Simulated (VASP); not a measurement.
# ZrS2 in VASP: a series of runs, part 2 of 2

VASP 6.6.1.

### 3 Phonons, PBE+D3(BJ)

The input, POSCAR:

```
ZrS2
1.0
    3.6403333320     -0.0000000001      0.0000000000
   -1.8201666612      3.1526211406      0.0000000000
    0.0000000000      0.0000000000     26.9155419100
  S               Zr
     4     2
Direct
     0.6666666699999979    0.3333333400000029    0.3388094538365256
     0.3333333300000021    0.6666666599999971    0.4473772933775485
     0.6666666699999979    0.3333333400000029    0.5526227066224515
     0.3333333300000021    0.6666666599999971    0.6611905461634744
     1.0000000000000000    1.0000000000000000    0.3931476996580518
     1.0000000000000000    1.0000000000000000    0.6068523003419481
```

The input, INCAR.step1:

```
PREC     = Accurate       # precision mode
ENCUT    = 600            # plane-wave cutoff, eV
EDIFF    = 1E-8           # SCF threshold, eV
ISMEAR   = 0              # smearing method
SIGMA    = 0.03           # smearing width, eV
LREAL    = False          # projectors in reciprocal space
LASPH    = True           # aspherical terms in the spheres
NELM     = 80             # most SCF steps
ALGO     = Normal         # electronic algorithm
ISIF     = 2              # what is computed and relaxed
LWAVE    = False          # write WAVECAR
LCHARG   = False          # write CHGCAR
GGA      = PE             # functional
IVDW     = 12             # dispersion correction
LATTICE_CONSTRAINTS= .TRUE. .TRUE. .FALSE.
KPAR     = 2            
IBRION   = 2              # ionic algorithm
NSW      = 40             # ionic steps
EDIFFG   = -0.002         # ionic threshold
```

The input, INCAR.step2:

```
PREC     = Accurate       # precision mode
ENCUT    = 600            # plane-wave cutoff, eV
EDIFF    = 1E-8           # SCF threshold, eV
ISMEAR   = 0              # smearing method
SIGMA    = 0.03           # smearing width, eV
LREAL    = False          # projectors in reciprocal space
LASPH    = True           # aspherical terms in the spheres
NELM     = 80             # most SCF steps
ALGO     = Normal         # electronic algorithm
ISIF     = 2              # what is computed and relaxed
LWAVE    = False          # write WAVECAR
LCHARG   = False          # write CHGCAR
GGA      = PE             # functional
IVDW     = 12             # dispersion correction
LATTICE_CONSTRAINTS= .TRUE. .TRUE. .FALSE.
KPAR     = 2            
IBRION   = 6              # ionic algorithm
NFREE    = 2            
POTIM    = 0.015          # step
NSW      = 1              # ionic steps
```

The input, KPOINTS:

```
regular mesh
0
Gamma
  9 9 1
```

Potentials or basis: VASP PAW PBE potentials, release 64 (S, Zr_sv).

The run is started by

```sh
cat potpaw_PBE.64/S/POTCAR potpaw_PBE.64/Zr_sv/POTCAR > POTCAR
cp INCAR.step1 INCAR
mpirun -np 2 vasp_std > vasp.out
cp CONTCAR POSCAR
cp INCAR.step2 INCAR
mpirun -np 2 vasp_std > vasp.out
```

OUTCAR:

```text
PREC = Accurate
   ENCUT = 600
   EDIFF = 1E-8
   ISMEAR = 0
   LREAL = False
   LASPH = True
   NELM = 80
   ISIF = 2
   GGA = PE
   IVDW = 12
   IBRION = 6
   NFREE = 2
   POTIM = 0.015
   NSW = 1
 IVDW          = 12

 ion  position               nearest neighbor table
   1  0.667  0.333  0.339-   5 2.56   5 2.56   5 2.56
   2  0.333  0.667  0.447-   5 2.56   5 2.56   5 2.56
   3  0.667  0.333  0.553-   6 2.56   6 2.56   6 2.56
   4  0.333  0.667  0.661-   6 2.56   6 2.56   6 2.56
   5  0.000  0.000  0.393-   2 2.56   2 2.56   2 2.56   1 2.56   1 2.56   1 2.56
   6  0.000  0.000  0.607-   3 2.56   3 2.56   3 2.56   4 2.56   4 2.56   4 2.56

  LATTYP: Found a hexagonal cell.
 ALAT       =     3.6403333320
 C/A-ratio  =     7.3937025693

  Lattice vectors:

 A1 = (   3.6403333320,  -0.0000000001,   0.0000000000)
 A2 = (  -1.8201666612,   3.1526211406,   0.0000000000)
 A3 = (   0.0000000000,   0.0000000000,  26.9155419100)

Analysis of symmetry for initial positions (statically):
=====================================================================
 Subroutine PRICEL returns:
 Original cell was already a primitive cell.

 Routine SETGRP: Setting up the symmetry group for a
 hexagonal supercell.

 Subroutine GETGRP returns: Found 12 space group operations
 (whereof 12 operations were pure point group operations)
 out of a pool of 24 trial point group operations.

The static configuration has the point symmetry D_3d.

Analysis of symmetry for dynamics (positions and initial velocities):
[... 377 lines left out ...]
--------------------------------------- Ionic step       13  -------------------------------------------

 number of electron      48.0000000 magnetization

 Free energy of the ion-electron system (eV)
  ---------------------------------------------------
  ext. energy  EPLUGINS =         0.00000000
  ---------------------------------------------------
  free energy    TOTEN  =       -42.79970173 eV

  energy without entropy =      -42.79970173  energy(sigma->0) =      -42.79970173

 E-fermi :  -1.3942     XC(G=0):  -4.5452

 val. band max:       -1.5337168106   @ k =   0.0000   0.0000   0.0000
 cond. band min:      -0.5100272205   @ k =   0.4444  -0.0000   0.0000
 fundamental gap:      1.0236895902
 Fermi energy:        -1.3942163459

 k-point     1 :       0.0000    0.0000    0.0000
  band No.  band energies     occupation
      1     -50.4217      2.00000
      2     -50.3870      2.00000
      3     -28.4938      2.00000
      4     -28.4590      2.00000
      5     -28.3309      2.00000
      6     -28.3309      2.00000
[... 398 lines left out ...]
  FREE ENERGIE OF THE ION-ELECTRON SYSTEM (eV)
  ---------------------------------------------------
  free  energy   TOTEN  =       -44.6044458806 eV

  energy  without entropy=      -44.6044458806  energy(sigma->0) =      -44.60444588

 INTERNAL STRAIN TENSORS FROM DISPLACED ATOMS
 ============================================

 INTERNAL STRAIN TENSOR FOR ION    1 for displacements in x,y,z  (eV/Angst):
          X           Y           Z          XY          YZ          ZX
  --------------------------------------------------------------------------------
  x    -0.00000     0.00000     0.00000    -3.61791     0.00000    10.49049
  y    -3.61791     3.61791     0.00000     0.00000    10.49049     0.00000
  z     9.71748     9.71748    16.67060     0.00000     0.00000    -0.00000

 INTERNAL STRAIN TENSOR FOR ION    6 for displacements in x,y,z  (eV/Angst):
          X           Y           Z          XY          YZ          ZX
  --------------------------------------------------------------------------------
  x    -0.00000     0.00000    -0.00000    -0.05187    -0.00000    -0.18048
  y    -0.05187     0.05187    -0.00000     0.00000    -0.18048    -0.00000
  z     0.11461     0.11461    -0.44515     0.00000     0.00000     0.00000

 Eigenvectors and eigenvalues of the dynamical matrix
 ----------------------------------------------------

   1 f  =   10.346552 THz    65.009304 2PiTHz  345.123827 cm-1    42.789882 meV
             X         Y         Z           dx          dy          dz
      1.820167  1.050874  9.119272    -0.000000    0.000000   -0.348553
      0.000000  2.101747 12.041507    -0.000000   -0.000000   -0.423571
      1.820167  1.050874 14.874034     0.000000   -0.000000    0.423571
      0.000000  2.101747 17.796270     0.000000   -0.000000    0.348553
      0.000000  0.000000 10.581873     0.000000   -0.000000    0.446204
      0.000000  0.000000 16.333669    -0.000000    0.000000   -0.446204
[... 145 lines left out ...]
  18 f/i=    0.004180 THz     0.026262 2PiTHz    0.139419 cm-1     0.017286 meV
             X         Y         Z           dx          dy          dz
      1.820167  1.050874  9.119272    -0.282625   -0.153278   -0.000000
      0.000000  2.101747 12.041507    -0.282753   -0.153348   -0.000000
      1.820167  1.050874 14.874034    -0.282753   -0.153348   -0.000000
      0.000000  2.101747 17.796270    -0.282625   -0.153278   -0.000000
      0.000000  0.000000 10.581873    -0.475955   -0.258129   -0.000000
      0.000000  0.000000 16.333669    -0.475955   -0.258129   -0.000000

 ELASTIC MODULI CONTR FROM IONIC RELAXATION (kBar)
 Direction    XX          YY          ZZ          XY          YZ          ZX
 --------------------------------------------------------------------------------
 XX        -207.7853   -132.9448   -290.5820     -0.0000    110.5067      0.0000
 YY        -132.9448   -207.7853   -290.5820     -0.0000   -110.5067     -0.0000
 ZZ        -290.5820   -290.5820   -541.1581     -0.0000     -0.0000     -0.0000
 XY          -0.0000     -0.0000     -0.0000    -37.4203     -0.0000    110.5067
 YZ         110.5067   -110.5067     -0.0000     -0.0000   -327.3048     -0.0000
 ZX           0.0000     -0.0000     -0.0000    110.5067     -0.0000   -327.3046
 --------------------------------------------------------------------------------
```

OUTCAR.step1:

```text
PREC = Accurate
   ENCUT = 600
   EDIFF = 1E-8
   ISMEAR = 0
   LREAL = False
   LASPH = True
   NELM = 80
   ISIF = 2
[... 660 lines left out ...]
      3.64033     -0.00000     10.58187         0.000000      0.000000      0.001440
      1.82017      3.15262     16.33367         0.000000      0.000000     -0.001440
 -----------------------------------------------------------------------------------
    total drift:                                0.000000      0.000000      0.000000

  FREE ENERGIE OF THE ION-ELECTRON SYSTEM (eV)
  ---------------------------------------------------
  free  energy   TOTEN  =       -44.6062969178 eV

  energy  without entropy=      -44.6062969178  energy(sigma->0) =      -44.60629692

 reached required accuracy - stopping structural energy minimisation
```

It took 18 min on 2 MPI ranks of Intel Xeon 6975P-C (Granite Rapids), shared host; peak memory 0.79 GiB.

Results:

```yaml
Highest_phonon_frequency_at_Γ_LO-TO_splitting_left_out: 345 cm⁻¹
Dispersion_energy_per_atom: -0.301 eV
```

Phonon frequencies in cm⁻¹ (negative: imaginary):
```
              q point                                                     frequencies
(0.000, 0.000, 0.000)  0 0 0 23 23 43 153 153 156 156 246 246 248 248 311 316 341 345
```
